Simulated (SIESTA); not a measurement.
Crystal: W.

```
W
1.0
    -1.58234    1.58234    1.58234
     1.58234   -1.58234    1.58234
     1.58234    1.58234   -1.58234
W
1
Direct
  0.00000 0.00000 0.00000
```

Base run:

| Item | Value |
| --- | --- |
| Program | SIESTA 5.4.2 |
| Functional | PW91 |
| Potentials or basis | PseudoDojo 0.4 standard (PBE files) |
| Basis | DZP (energy shift 0.003 Ry; two zetas on semicore shells) |
| Grid cutoff | 800 Ry |
| Energy shift | 0.003 Ry |
| k mesh | 12 × 12 × 12 |
| Occupations | fermi-dirac, width 0.05 eV |
| Spin | no spin polarisation |

Its results: band gap on the k mesh none (metal or under the smearing width); pressure 9.8 GPa.

Task: The run is repeated on the same cell with these changes: functional from PW91 to RPBE. What comes out?

Result: Band gap on the k mesh none (metal or under the smearing width); pressure 13.4 GPa.

RPBE binds less tightly than PW91, so the same cell stands under more pressure.

Caveats: short orbitals over semicore shells can move pressures by several GPa; the potentials were made for another functional, which shifts forces and pressure; the basis of atomic orbitals isn't converged, which shifts pressures, moduli and gaps.
